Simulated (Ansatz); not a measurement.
Crystal: SnO.

```
CELL_PARAMETERS angstrom
3.81370 0.00000 0.00000
0.00000 3.81370 0.00000
0.00000 0.00000 4.88691
ATOMIC_POSITIONS crystal
Sn 0.50000 0.00000 0.76463
Sn 0.00000 0.50000 0.23537
O 0.00000 0.00000 0.00000
O 0.50000 0.50000 0.00000
```

The cell is a database's computed one.

Base run:

| Quantity | Value |
| --- | --- |
| Program | Ansatz 0.2.0 |
| Functional | r2SCAN |
| Potentials or basis | Ansatz PAW |
| Cutoff | 500 eV (not typed: the program's choice for these potentials) |
| k mesh | 7 × 7 × 6 |
| Occupations | fermi-dirac, width 0.05 eV |
| Spin | no spin polarisation |

Its results: band gap on the k mesh 0.50 eV, indirect (least direct gap 2.41 eV); pressure -0.5 GPa; largest force 0.130 eV/Å.

Q: The run is repeated on the same cell with these changes: functional from r2SCAN to PBE; cutoff from 500 eV (not typed: the program's choice for these potentials) to 420 eV (not typed: the program's choice for these potentials); k mesh from 7 × 7 × 6 to 3 × 3 × 3. What comes out?

A: Band gap on the k mesh 1.12 eV, indirect (least direct gap 2.08 eV); pressure 3.4 GPa; largest force 0.439 eV/Å.

Several settings changed at once, so the effect can't be laid on one alone.

Caveats: some runs use coarse meshes; spin-orbit coupling is left out, which moves the levels of the heavy elements; the k mesh misses the band edges, so the gap on the mesh is wider than the one along the path (some runs); the PAW data sets come from PBE, with cores solved anew for the run's functional, which leaves a small shift of forces and pressure (some runs); odd divisions of the mesh miss points on the zone boundary, where band edges often lie, so the gap on the mesh can be too wide (some runs).
